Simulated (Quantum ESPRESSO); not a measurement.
The system is GaP.

```xyz
2
Lattice="0.0000 2.7744 2.7744 2.7744 0.0000 2.7744 2.7744 2.7744 0.0000" Properties=species:S:1:pos:R:3 pbc="T T T"
Ga    0.0000    0.0000    0.0000
P     1.3872    1.3872    1.3872
```

The cell was built by a generator and isn't the measured one.

A run of Quantum ESPRESSO 7.5 on this cell left the log below. Logs are shortened: lines on timing, memory, paths and dates and some standing lists are left out, and cuts for length are marked.

```text
This program is part of the open-source Quantum ESPRESSO suite
     for quantum simulation of materials; please cite
[... 9 lines left out ...]
     --------------------
     sticks:   dense  smooth     PW     G-vecs:    dense   smooth      PW
     Sum        1213    1213    361                27941    27941    4477

     Using Slab Decomposition

     bravais-lattice index     =            0
     lattice parameter (alat)  =       7.4145  a.u.
     unit-cell volume          =     288.2264 (a.u.)^3
     number of atoms/cell      =            2
     number of atomic types    =            2
     number of electrons       =        18.00
     number of Kohn-Sham states=           15
     kinetic-energy cutoff     =      80.0000  Ry
     charge density cutoff     =     320.0000  Ry
     scf convergence threshold =      4.0E-10
     mixing beta               =       0.5000
     number of iterations used =            8  plain     mixing
     Exchange-correlation= PBESOL
                           (   1   4  10   8   0   0   0)

     celldm(1)=   7.414518  celldm(2)=   0.000000  celldm(3)=   0.000000
     celldm(4)=   0.000000  celldm(5)=   0.000000  celldm(6)=   0.000000

     crystal axes: (cart. coord. in units of alat)
               a(1) = (   0.000000   0.707107   0.707107 )
               a(2) = (   0.707107   0.000000   0.707107 )
               a(3) = (   0.707107   0.707107   0.000000 )

     reciprocal axes: (cart. coord. in units 2 pi/alat)
               b(1) = ( -0.707107  0.707107  0.707107 )
               b(2) = (  0.707107 -0.707107  0.707107 )
               b(3) = (  0.707107  0.707107 -0.707107 )

     PseudoPot. # 1 for Ga read from file:
     Ga.upf
     Pseudo is Norm-conserving + core correction, Zval = 13.0
     Generated using ONCVPSP code by D. R. Hamann
     Using radial grid of 1902 points,  6 beta functions with:
                l(1) =   0
                l(2) =   0
                l(3) =   1
                l(4) =   1
                l(5) =   2
                l(6) =   2

     PseudoPot. # 2 for P  read from file:
     P.upf
[... 28 lines left out ...]
        k(    5) = (  -0.3535534  -0.3535534   0.3535534), wk =   0.0156250
        k(    6) = (   0.1767767   0.0000000   0.0000000), wk =   0.0234375
[... 21 lines left out ...]
        k(   28) = (  -0.7071068   0.1767767  -0.0000000), wk =   0.0468750
        k(   29) = (  -0.7071068   0.3535534   0.0000000), wk =   0.0234375

     Dense  grid:    27941 G-vectors     FFT dimensions: (  45,  45,  45)

     Initial potential from superposition of free atoms

     starting charge      17.9974, renormalised to      18.0000
     Starting wfcs are   13 randomized atomic wfcs +    2 random wfcs

     Self-consistent Calculation

     iteration #  1     ecut=    80.00 Ry     beta= 0.50
     Davidson diagonalization with overlap
     ethr =  1.00E-02,  avg # of iterations =  4.4

     Threshold (ethr) on eigenvalues was too large:
     Diagonalizing with lowered threshold

     Davidson diagonalization with overlap
     ethr =  3.63E-04,  avg # of iterations =  2.4

     total energy              =    -166.59136742 Ry
     estimated scf accuracy    <       0.06507366 Ry
[... 50 lines left out ...]
     iteration #  9     ecut=    80.00 Ry     beta= 0.50
     Davidson diagonalization with overlap
     ethr =  5.40E-11,  avg # of iterations =  2.0

     End of self-consistent calculation

          k = 0.0000 0.0000 0.0000 (  3479 PWs)   bands (ev):

    -7.6559  -7.6559  -7.6559  -7.5727  -7.5727  -5.2923   6.8367   6.8367
     6.8367   8.1406  10.6705  10.6705  10.6705  15.1821  16.4590
[... 93 lines left out ...]
    -7.7391  -7.6174  -7.6088  -7.5882  -7.5624  -2.5791   0.4745   3.1186
     4.7149   8.9536  11.4541  14.7853  14.8172  15.6695  17.0205

          k =-0.7071 0.0000 0.0000 (  3490 PWs)   bands (ev):

    -7.7532  -7.6016  -7.6013  -7.6013  -7.5546  -2.5414   0.2793   4.3090
     4.3090   8.4611   8.5965  16.9579  16.9579  17.4226  19.4418

          k = 0.3536 0.1768 0.0000 (  3488 PWs)   bands (ev):
[... 26 lines left out ...]
    -7.7302  -7.6272  -7.6126  -7.5810  -7.5670  -2.8299   0.7750   3.1782
     4.6543  10.2992  12.1068  12.2525  14.6878  15.4065  17.1747

          k =-0.7071 0.1768-0.0000 (  3464 PWs)   bands (ev):

    -7.7453  -7.6119  -7.6049  -7.5930  -7.5589  -2.5034   0.3680   3.8492
     3.9255   9.5330   9.6636  15.0128  15.0952  17.7695  18.4177

          k =-0.7071 0.3536 0.0000 (  3448 PWs)   bands (ev):

    -7.7361  -7.6239  -7.6056  -7.5851  -7.5652  -2.4643   0.4690   3.4582
     3.6152  11.4208  11.4254  12.6887  12.8721  17.8656  18.3630

     the Fermi energy is     7.5565 ev

!    total energy              =    -166.60183765 Ry
     estimated scf accuracy    <          6.8E-11 Ry
     smearing contrib. (-TS)   =      -0.00000000 Ry
     internal energy E=F+TS    =    -166.60183765 Ry

     The total energy is F=E-TS. E is the sum of the following terms:
     one-electron contribution =     -79.49468597 Ry
     hartree contribution      =      53.12952099 Ry
     xc contribution           =     -45.46820219 Ry
     ewald contribution        =     -94.76847048 Ry

     convergence has been achieved in   9 iterations

     Forces acting on atoms (cartesian axes, Ry/au):

     atom    1 type  1   force =    -0.00000000    0.00000000    0.00000000
     atom    2 type  2   force =     0.00000000   -0.00000000   -0.00000000

     Total force =     0.000000     Total SCF correction =     0.000000

     Computing stress (Cartesian axis) and pressure

          total   stress  (Ry/bohr**3)                   (kbar)     P=      -44.42
  -0.00030196   0.00000000   0.00000000          -44.42        0.00        0.00
   0.00000000  -0.00030196   0.00000000            0.00      -44.42        0.00
   0.00000000   0.00000000  -0.00030196            0.00        0.00      -44.42

=------------------------------------------------------------------------------=
   JOB DONE.
=------------------------------------------------------------------------------=
```

Q: Write the input and the command behind it.

A: Single point with PBEsol, no spin polarisation. The files as run (others can give the same):

pw.in
```
&CONTROL
  calculation = 'scf'
  prefix = 'pwscf'
  outdir = './tmp'
  pseudo_dir = './pseudo'
  tprnfor = .true.
  tstress = .true.
  disk_io = 'nowf'
/
&SYSTEM
  ibrav = 0
  nat = 2
  ntyp = 2
  ecutwfc = 80
  nbnd = 15
  occupations = 'smearing'
  smearing = 'gaussian'
  degauss = 0.00073499
/
&ELECTRONS
  conv_thr = 4d-10
  electron_maxstep = 120
  mixing_beta = 0.5
/
ATOMIC_SPECIES
Ga    69.7230 Ga.upf
P     30.9738 P.upf
CELL_PARAMETERS angstrom
   0.0000000000    2.7744000000    2.7744000000
   2.7744000000    0.0000000000    2.7744000000
   2.7744000000    2.7744000000    0.0000000000
ATOMIC_POSITIONS crystal
Ga     0.0000000000    0.0000000000    0.0000000000
P      0.2500000000    0.2500000000    0.2500000000
K_POINTS automatic
8 8 8 0 0 0
```

Potentials or basis: PseudoDojo 0.4.1 SR PBEsol standard.
The run is started by
```sh
$ OMP_NUM_THREADS=1 pw.x -in pw.in > pw.out
```
